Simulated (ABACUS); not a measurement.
Runs of ABACUS 3.10.1 on Pt. The structure is cubic, space group Fm-3m (No. 225). The conventional cell has a = 3.922 Å, b = 3.922 Å, c = 3.922 Å, α = 90.00°, β = 90.00°, γ = 90.00°. Pt (site symmetry m-3m) is surrounded by 12 Pt at 2.77 Å. 

| task | potentials or basis | cell | orbital files | gap on the mesh (eV) | pressure (GPa) | V0 of scaled cells (Å³/atom) | B0 (GPa) |
| --- | --- | --- | --- | --- | --- | --- | --- |
| equation of state | PseudoDojo NC SR 0.4.1 PBE standard, TZDP LCAO (the cutoffs set its grid) | as given | Pt Pt_confined-atom_7au_4s3p3d1f.orb | - | - | 15.62 | (b) |
| single point | PseudoDojo NC SR 0.4.1 PBE standard, TZDP LCAO (the cutoffs set its grid) | as given | Pt Pt_confined-atom_7au_4s3p3d1f.orb | none | 9.8 | - | - |
| single point | PseudoDojo NC SR 0.4.1 PBE standard, DZP LCAO (the cutoffs set its grid) | as given | Pt Pt_confined-atom_7au_3s2p2d1f.orb | none | 11.1 | - | - |
| single point | PseudoDojo NC SR 0.4.1 PBE standard, DZP LCAO (the cutoffs set its grid) | cell strained at random at fixed volume | Pt Pt_confined-atom_7au_3s2p2d1f.orb | none | 11.2 | - | - |
| equation of state | PseudoDojo NC SR 0.4.1 PBE standard, DZP LCAO (the cutoffs set its grid) | as given | Pt Pt_confined-atom_7au_3s2p2d1f.orb | - | - | (a) | 244 |

Alike in all rows: level PBE; no spin polarisation; k mesh 12 × 12 × 12; cutoff (eV) 1361; smearing fermi-dirac 0.05 eV.

Task: Estimate the missing entries.

Result: (a) 15.71; (b) 254.

Caveats: the atomic orbitals were generated for these runs and aren't a published set; the basis of atomic orbitals isn't converged, which shifts pressures, moduli and gaps.

A k mesh can miss the band edges, and the runs leave out spin-orbit coupling on Pt.

A gap of «none» marks a metal or a gap under the smearing width.
